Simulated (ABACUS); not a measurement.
Set up this calculation in ABACUS 3.10.1, as the native input.

* Task: band structure
* Functional: r2SCAN
* Potentials or basis: SG15 ONCV 1.2 PBE
* Cutoff: 1075 eV
* Density cutoff: 4299 eV
* Basis: plane waves
* Occupations: fermi-dirac, width 0.05 eV
* Spin: no spin polarisation
* Radial cutoff of the potentials (pseudo_rcut): 10 bohr
* Threshold of the eigensolver: 1e-07 Ry
* Density: read from an earlier self-consistent run
* Path: G-X-W-K-G-L-U-W-L-K, U-X
* Points for each segment of the path: 10
* SCF threshold on the density: 1e-08
* Max SCF steps: 100
* Eigensolver: dav
* Mixing: broyden
* Mixing share: 0.7
* Symmetry key: -1

Crystal: Ir.

```
Ir
1.0
     0.00000    1.91560    1.91560
     1.91560    0.00000    1.91560
     1.91560    1.91560    0.00000
Ir
1
Direct
  0.00000 0.00000 0.00000
```

The input as run:

INPUT

```
INPUT_PARAMETERS
suffix              Ir
calculation         nscf
basis_type          pw
pseudo_dir          ./
symmetry            -1
dft_functional      MGGA_X_R2SCAN+MGGA_C_R2SCAN
ecutwfc             79.0
pseudo_rcut         10
nspin               1
nbands              19
ks_solver           dav
smearing_method     fd
smearing_sigma      0.00367493
scf_thr             1e-08
scf_nmax            100
mixing_type         broyden
mixing_beta         0.7
mixing_tau          1
init_chg            file
pw_diag_thr         1e-07
out_band            1
kpar                4
```

STRU

```
ATOMIC_SPECIES
Ir 192.2170 Ir_ONCV_PBE-1.2.upf

LATTICE_CONSTANT
1.8897261246

LATTICE_VECTORS
0.0000000000 1.9156000000 1.9156000000
1.9156000000 0.0000000000 1.9156000000
1.9156000000 1.9156000000 0.0000000000

ATOMIC_POSITIONS
Cartesian

Ir
0.0
1
0.0000000000 0.0000000000 0.0000000000 1 1 1
```

KPT

```
K_POINTS
12
Line
0.00000000 0.00000000 0.00000000 10 // G
0.50000000 0.00000000 0.50000000 10 // X
0.50000000 0.25000000 0.75000000 10 // W
0.37500000 0.37500000 0.75000000 10 // K
0.00000000 0.00000000 0.00000000 10 // G
0.50000000 0.50000000 0.50000000 10 // L
0.62500000 0.25000000 0.62500000 10 // U
0.50000000 0.25000000 0.75000000 10 // W
0.50000000 0.50000000 0.50000000 10 // L
0.37500000 0.37500000 0.75000000 1 // K
0.62500000 0.25000000 0.62500000 10 // U
0.50000000 0.00000000 0.50000000 1 // X
```

Potentials or basis: SG15 ONCV 1.2 PBE, plane waves.

Launch:

```sh
$ OMP_NUM_THREADS=1 mpirun -np 4 abacus > log
```

It took 14 s on 4 MPI ranks on Intel(R) Xeon(R) Platinum 8488C (Sapphire Rapids), with other jobs on the host, peak memory 0.36 GiB a rank.
